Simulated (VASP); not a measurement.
**CsI under changes of volume**

One of the cells (48.571 Å³/atom); the others are scaled copies at fixed shape and fractional positions:

```
Cs I
1.0
     4.59694    0.00000    0.00000
     0.00000    4.59694    0.00000
     0.00000    0.00000    4.59694
Cs I
1 1
Cartesian
  0.0000 0.0000 0.0000
  2.2985 2.2985 2.2985
```

* Program: VASP 6.6.1
* Functional: PBE
* Potentials or basis: VASP PAW PBE potentials, release 64 (Cs_sv, I)
* Cutoff: 520 eV
* k mesh: 6 × 6 × 6
* Occupations: fermi-dirac, width 0.05 eV
* Spin: no spin polarisation

```tsv
volume (Å³/atom)	energy over the lowest point (meV/atom)	pressure (GPa)	gap on the mesh (eV)
44.762	30.15	1.8	4.08
45.714	?	?	?
46.666	13.24	1.1	3.94
48.571	3.69	0.5	3.81
49.523	1.20	0.3	3.75
50.476	0.00	0.1	3.69
```

Q: What does the run at 45.714 Å³/atom give?

A: Energy over the lowest point 20.67 meV/atom; pressure 1.4 GPa; gap on the mesh 4.02 eV.

Worked out: A Birch-Murnaghan fit of order 3 (a polynomial in V^(-2/3)) to the other rows has its minimum at 50.98 Å³/atom, just outside them, with B0 = V·E''(V) = 9.8 GPa and B' = 5.1. It gives 20.66 meV/atom at 45.714 Å³/atom, against the run's 20.67, and -dE/dV = 1.4 GPa, against 1.4. A straight line through the other rows of the gap, of slope -3.25 eV per unit of ln V, gives 4.01 eV, against the run's 4.02.

Energies are extrapolated to zero smearing.

Caveats: spin-orbit coupling is left out, which moves the levels of the heavy elements.

A mesh can miss the band edges.
